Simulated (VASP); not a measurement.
# HfS2 in VASP: relaxation of cell and atoms with PBEsol+D3(BJ)

Aim: the relaxation of cell and atoms of HfS2 with PBEsol+D3(BJ).

All numbers are computed with VASP 6.6.1; they aren't measurements. Logs are shortened: lines on timing, memory, paths and dates and some standing lists are left out, and cuts for length are marked.

## 1. The sheet as given

The cell holds a sheet with vacuum, 3 atoms: a = 3.630 Å, b = 3.630 Å, c = 18.880 Å, α = 90.00°, β = 90.00°, γ = 120.00°.

The cell was built by a generator and needn't be a form met in nature.

## 2. Relaxation of cell and atoms, PBEsol+D3(BJ)

File INCAR:

```
SYSTEM = HfS2
PREC     = Accurate       ! precision mode
ENCUT    = 600            ! plane-wave cutoff, eV
EDIFF    = 1E-6           ! SCF threshold, eV
ISMEAR   = 0              ! smearing method
SIGMA    = 0.03           ! smearing width, eV
LREAL    = .FALSE.        ! projectors in reciprocal space
LASPH    = .TRUE.         ! aspherical terms in the spheres
NELM     = 120            ! most SCF steps
ALGO     = Normal         ! electronic algorithm
ISIF     = 3              ! what is computed and relaxed
LWAVE    = .FALSE.        ! write WAVECAR
LCHARG   = .FALSE.        ! write CHGCAR
GGA      = PS             ! functional
IVDW     = 12             ! dispersion correction
IBRION   = 2              ! ionic algorithm
NSW      = 40             ! ionic steps
EDIFFG   = -0.005         ! ionic threshold
LATTICE_CONSTRAINTS= .TRUE. .TRUE. .FALSE.
KPAR     = 4
```

File KPOINTS:

```
Automatic mesh
0
G
  12 12 1
  0 0 0
```

File POSCAR:

```
HfS2
1.0
    3.6300000000      0.0000000000      0.0000000000
   -1.8150000000      3.1436722200      0.0000000000
    0.0000000000      0.0000000000     18.8800000000
S Hf
2 1
Direct
    0.3333330000      0.6666670000      0.4237288100
    0.6666670000      0.3333330000      0.5762711900
    0.0000000000      0.0000000000      0.5000000000
```

Potentials or basis: VASP PAW PBE potentials, release 64 (S, Hf_pv).

Command:

```sh
$ cat potpaw_PBE.64/S/POTCAR potpaw_PBE.64/Hf_pv/POTCAR > POTCAR
$ mpirun -np 4 vasp_std > vasp.out
```

OUTCAR:

```text
SYSTEM = HfS2
   PREC = Accurate
   ENCUT = 600
   EDIFF = 1E-6
   ISMEAR = 0
   LREAL = .FALSE.
   LASPH = .TRUE.
   NELM = 120
   ISIF = 3
   GGA = PS
   IVDW = 12
   IBRION = 2
   NSW = 40
   EDIFFG = -0.005
 IVDW          = 12

 ion  position               nearest neighbor table
   1  0.333  0.667  0.424-   3 2.54   3 2.54   3 2.54
   2  0.667  0.333  0.576-   3 2.54   3 2.54   3 2.54
   3  0.000  0.000  0.500-   1 2.54   2 2.54   2 2.54   1 2.54   2 2.54   1 2.54

  LATTYP: Found a hexagonal cell.
 ALAT       =     3.6300000000
 C/A-ratio  =     5.2011019284

  Lattice vectors:

 A1 = (   3.6300000000,   0.0000000000,   0.0000000000)
 A2 = (  -1.8150000000,   3.1436722200,   0.0000000000)
 A3 = (   0.0000000000,   0.0000000000,  18.8800000000)

Analysis of symmetry for initial positions (statically):
=====================================================================
 Subroutine PRICEL returns:
 Original cell was already a primitive cell.

 Routine SETGRP: Setting up the symmetry group for a
 hexagonal supercell.

 Subroutine GETGRP returns: Found 12 space group operations
 (whereof 12 operations were pure point group operations)
 out of a pool of 24 trial point group operations.

The static configuration has the point symmetry D_3d.

Analysis of symmetry for dynamics (positions and initial velocities):
=====================================================================
 Subroutine PRICEL returns:
 Original cell was already a primitive cell.

 Routine SETGRP: Setting up the symmetry group for a
 hexagonal supercell.

 Subroutine GETGRP returns: Found 12 space group operations
 (whereof 12 operations were pure point group operations)
 out of a pool of 24 trial point group operations.

The dynamic configuration has the point symmetry D_3d.

 Subroutine INISYM returns: Found 12 space group operations
 (whereof 12 operations are pure point group operations),
 and found     1 'primitive' translations

----------------------------------------------------------------------------------------

                                     Primitive cell

  volume of cell :     215.4497

  direct lattice vectors                    reciprocal lattice vectors
     3.630000000  0.000000000  0.000000000     0.275482094  0.159049661  0.000000000
    -1.815000000  3.143672220  0.000000000     0.000000000  0.318099321  0.000000000
     0.000000000  0.000000000 18.880000000     0.000000000  0.000000000  0.052966102

  length of vectors
     3.630000000  3.630000004 18.880000000     0.318099322  0.318099321  0.052966102

  position of ions in fractional coordinates (direct lattice)
     0.333333000  0.666667000  0.423728810
     0.666667000  0.333333000  0.576271190
     0.000000000  0.000000000  0.500000000

  ion indices of the primitive-cell ions
   primitive index   ion index
                 1           1
                 2           2
                 3           3

----------------------------------------------------------------------------------------

 KPOINTS: Automatic mesh

Automatic generation of k-mesh.
 Grid dimensions read from file:
 generate k-points for:   12   12    1

 Generating k-lattice:

  Cartesian coordinates                     Fractional coordinates (reciprocal lattice)
     0.022956841  0.013254138  0.000000000     0.083333333 -0.000000000  0.000000000
     0.000000000  0.026508277  0.000000000     0.000000000  0.083333333  0.000000000
     0.000000000  0.000000000  0.052966102     0.000000000  0.000000000  1.000000000

  Length of vectors
     0.026508277  0.026508277  0.052966102

  Shift w.r.t. Gamma in fractional coordinates (k-lattice)
     0.000000000  0.000000000  0.000000000

 Subroutine IBZKPT returns following result:
 ===========================================

 Found     19 irreducible k-points:

 Following reciprocal coordinates:
            Coordinates               Weight
  0.000000  0.000000  0.000000      1.000000
  0.083333 -0.000000  0.000000      6.000000
  0.166667 -0.000000  0.000000      6.000000
  0.250000  0.000000  0.000000      6.000000
  0.333333 -0.000000  0.000000      6.000000
  0.416667 -0.000000  0.000000      6.000000
[... 11 lines left out ...]
  0.333333  0.250000  0.000000     12.000000
  0.333333  0.333333  0.000000      2.000000
   k-points           NKPTS =     19   k-points in BZ     NKDIM =     19   number of bands    NBANDS=     15
   number of dos      NEDOS =    301   number of ions     NIONS =      3
   total plane-waves  NPLWV = 144000
   dimension x,y,z NGX =    30 NGY =   30 NGZ =  160
   dimension x,y,z NGXF=    60 NGYF=   60 NGZF=  320
   ions per type =               2   1
   NGX,Y,Z   is equivalent  to a cutoff of  13.74, 13.74, 14.09 a.u.
   NGXF,Y,Z  is equivalent  to a cutoff of  27.48, 27.48, 28.18 a.u.
 SYSTEM =  HfS2
   PREC   = accura    normal or accurate (medium, high low for compatibility)
   ISTART =      0    job   : 0-new  1-cont  2-samecut
   ICHARG =      2    charge: 1-file 2-atom 10-const
   ISPIN  =      1    spin polarized calculation?
   LNONCOLLINEAR =      F non collinear calculations
   LSORBIT =      F    spin-orbit coupling
   LASPH  =      T    aspherical Exc in radial PAW
   ENCUT  =  600.0 eV  44.10 Ry    6.64 a.u.   7.25  7.25 37.71*2*pi/ulx,y,z
   NELM   =    120;   NELMIN=  2; NELMDL= -5     # of ELM steps
   EDIFF  = 0.1E-05   stopping-criterion for ELM
   LREAL  =      F    real-space projection
   EDIFFG = -.5E-02   stopping-criterion for IOM
   NSW    =     40    number of steps for IOM
   IBRION =      2    ionic relax: 0-MD 1-quasi-New 2-CG
   NFREE  =      1    steps in history (QN), initial steepest desc. (CG)
   ISIF   =      3    stress and relaxation
   ISYM   =      2    0-nonsym 1-usesym 2-fastsym
   POTIM  = 0.5000    time-step for ionic-motion
   TEBEG  =    0.0;   TEEND  =   0.0 temperature during run
   PSTRESS=    0.0 pullay stress
   NELECT =      22.0000    total number of electrons
   NUPDOWN=      -1.0000    fix difference up-down
   EMIN   =  10.00;   EMAX   =-10.00  energy-range for DOS
   EFERMI =   0.00;   METHOD = LEGACY
   ISMEAR =     0;   SIGMA  =   0.03  broadening in eV -4-tet -1-fermi 0-gaus
   EFERMI_NEDOS =   21; number of points for ismear=-14 and -15
   IALGO  =     38    algorithm
   IMIX   =      4    mixing-type and parameters
     AMIX     =   0.40;   BMIX     =  1.00
     AMIX_MAG =   1.60;   BMIX_MAG =  1.00
  volume/ion in A,a.u.               =      71.82       484.64
  Fermi-wavevector in a.u.,A,eV,Ry     =   0.765186  1.445992  7.966345  0.585510
  Thomas-Fermi vector in A             =   1.865252
   LORBIT       =      0    0 simple, 1 ext, 2 COOP (PROOUT), +10 PAW based schemes
   GGA     = PS    functional components
   LHFCALC =     F    Hartree Fock is set to
   AEXX    =    0.0000 exact exchange contribution
   IVDW    =    12    specifies the selected vdW correction
   LEPSILON=     F    determine dielectric tensor
   LRPA    =     F    only Hartree local field effects (RPA)
 conjugate gradient relaxation of ions
 non-spin polarized calculation
 Gauss-broadening in eV      SIGMA  =   0.03
  energy-cutoff  :      600.00
  volume of cell :      215.45
 maximum number of plane-waves:      7245
 NGX is ok and might be reduce to    30
   NGX = 15   NGY = 15   NGZ = 75

--------------------------------------- Ionic step        1  -------------------------------------------

 number of electron      22.0000000 magnetization

 Free energy of the ion-electron system (eV)
  ---------------------------------------------------
  ext. energy  EPLUGINS =         0.00000000
  ---------------------------------------------------
  free energy    TOTEN  =       -24.02188050 eV

  energy without entropy =      -24.02188050  energy(sigma->0) =      -24.02188050

------------------------ aborting loop because EDIFF is reached ----------------------------------------

 Edisp (eV)   -0.55424

 E8    (eV) :    -0.3781

  FORCE on cell =-STRESS in cart. coord.  units (eV):
  Direction    XX          YY          ZZ          XY          YZ          ZX
  --------------------------------------------------------------------------------------
  -------------------------------------------------------------------------------------
  Total      -1.57953    -1.57953    -0.58532    -0.00000     0.00000     0.00000
  in kB     -11.74604   -11.74604    -4.35269    -0.00000     0.00000     0.00000
  external pressure =       -9.28 kB  Pullay stress =        0.00 kB

 VOLUME and BASIS-vectors are now :
 -----------------------------------------------------------------------------
  energy-cutoff  :      600.00
  volume of cell :      215.45
      direct lattice vectors                 reciprocal lattice vectors
     3.630000000  0.000000000  0.000000000     0.275482094  0.159049661  0.000000000
    -1.815000000  3.143672220  0.000000000     0.000000000  0.318099321  0.000000000
     0.000000000  0.000000000 18.880000000     0.000000000  0.000000000  0.052966102
[... 124 lines left out ...]
 POSITION                                       TOTAL-FORCE (eV/Angst)
 -----------------------------------------------------------------------------------
     -0.00000      2.06400      7.99890        -0.000000     -0.000000     -0.098883
      1.78748      1.03200     10.88110         0.000000      0.000000      0.098883
      3.57495     -0.00000      9.44000         0.000000      0.000000      0.000000
 -----------------------------------------------------------------------------------
    total drift:                               -0.000000     -0.000000      0.000000

  FREE ENERGIE OF THE ION-ELECTRON SYSTEM (eV)
  ---------------------------------------------------
  free  energy   TOTEN  =       -24.6010641517 eV

  energy  without entropy=      -24.6010641517  energy(sigma->0) =      -24.60106415

--------------------------------------- Ionic step        5  -------------------------------------------

 number of electron      22.0000001 magnetization

 Free energy of the ion-electron system (eV)
  ---------------------------------------------------
  ext. energy  EPLUGINS =         0.00000000
  ---------------------------------------------------
  free energy    TOTEN  =       -24.02794612 eV

  energy without entropy =      -24.02794612  energy(sigma->0) =      -24.02794612

 E-fermi :  -3.0170     XC(G=0):  -3.5880

 val. band max:       -3.2089056929   @ k =   0.0000   0.0000   0.0000
 cond. band min:      -2.1889231254   @ k =   0.5000   0.0000   0.0000
 fundamental gap:      1.0199825675
 Fermi energy:        -3.0169984215

 k-point     1 :       0.0000    0.0000    0.0000
  band No.  band energies     occupation
      1     -33.7616      2.00000
      2     -33.6333      2.00000
      3     -33.6333      2.00000
      4     -16.2900      2.00000
      5     -14.8108      2.00000
      6      -7.5956      2.00000
      7      -5.9114      2.00000
      8      -5.9114      2.00000
      9      -4.2950      2.00000
     10      -3.2089      2.00000
     11      -3.2089      2.00000
     12      -1.2338      0.00000
     13      -1.2338      0.00000
     14      -0.5595      0.00000
     15       2.1250      0.00000
[... 348 lines left out ...]
 POSITION                                       TOTAL-FORCE (eV/Angst)
 -----------------------------------------------------------------------------------
     -0.00000      2.05787      7.98590         0.000000      0.000000      0.004529
      1.78217      1.02893     10.89410        -0.000000     -0.000000     -0.004529
     -1.78217      3.08680      9.44000        -0.000000      0.000000      0.000000
 -----------------------------------------------------------------------------------
    total drift:                                0.000000      0.000000      0.000000

  FREE ENERGIE OF THE ION-ELECTRON SYSTEM (eV)
  ---------------------------------------------------
  free  energy   TOTEN  =       -24.6024379987 eV

  energy  without entropy=      -24.6024379987  energy(sigma->0) =      -24.60243800

 reached required accuracy - stopping structural energy minimisation
```

Run time: 2.1 min. Hardware: 4 MPI ranks of Intel Xeon Platinum 8488C (Sapphire Rapids), shared host; peak memory 0.45 GiB.

Results:

```yaml
Free_energy: -24.6024 eV
Relaxed_volume: 69.24 Å³/atom
Relaxed_cell: a = 3.564 Å, b = 3.564 Å, c = 18.880 Å, α = 90.00°, β = 90.00°, γ = 120.00°
Space_group_after_relaxing_to_0.05_Å: P-3m1 (No. 164)
Energy_gained_by_relaxing: 8.8 meV/atom
Ionic_steps: 5
Largest_force_after_relaxing: 0.005 eV/Å
Band_gap_on_the_k_mesh: 1.02 eV, indirect (least direct gap 1.98 eV)
Dispersion_energy_per_atom: -0.191 eV
```

Forces on the atoms (eV/Å):
```
S    0.000  0.000  0.005
S    0.000  0.000 -0.005
Hf   0.000  0.000  0.000
```

Step by step:
```csv
step,energy change (eV),largest force (eV/Å),pressure (GPa),volume (Å³)
1,0.0000,0.1985,-0.93,215.45
2,-0.0058,0.4713,1.04,204.64
3,-0.0232,0.1482,0.07,209.56
4,-0.0249,0.0989,0.05,208.96
5,-0.0263,0.0045,-0.01,207.73
```

Final structure:
```yaml
crystal:
  lattice:
    - [3.56433, 0.00000, 0.00000]
    - [-1.78217, 3.08680, 0.00000]
    - [0.00000, 0.00000, 18.88000]
  atoms:
    - { symbol: S, position: [0.33333, 0.66667, 0.42298] }
    - { symbol: S, position: [0.66667, 0.33333, 0.57702] }
    - { symbol: Hf, position: [0.00000, 0.00000, 0.50000] }
```

Caveat: the PAW data sets were made with another functional, which shifts forces and pressure a little; spin-orbit coupling is left out, which moves the levels of the heavy elements. Expect the measured gap to be larger: semilocal functionals such as PBEsol lack the derivative discontinuity.
